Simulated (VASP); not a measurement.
The system is SiO2.

```
Si O
1.0
     4.19226    0.00000    0.00000
     0.00000    4.19226    0.00000
     0.00000    0.00000    2.68252
Si O
2 4
Direct
  0.00000 0.00000 0.00000
  0.50000 0.50000 0.50000
  0.30584 0.30584 0.00000
  0.19416 0.80584 0.50000
  0.69416 0.69416 0.00000
  0.80584 0.19416 0.50000
```

Base run:

- Program: VASP 6.6.1
- Functional: r2SCAN
- Potentials or basis: VASP PAW PBE potentials, release 64 (Si, O)
- Cutoff: 520 eV
- k mesh: 6 × 6 × 8
- Occupations: gaussian, width 0.02 eV
- Spin: no spin polarisation

Its results: band gap on the k mesh 6.33 eV, direct.

**Question.** The run is repeated on the same cell with these changes: functional from r2SCAN to TB-mBJ. What comes out?

**Answer.** Band gap on the k mesh 6.83 eV, direct.
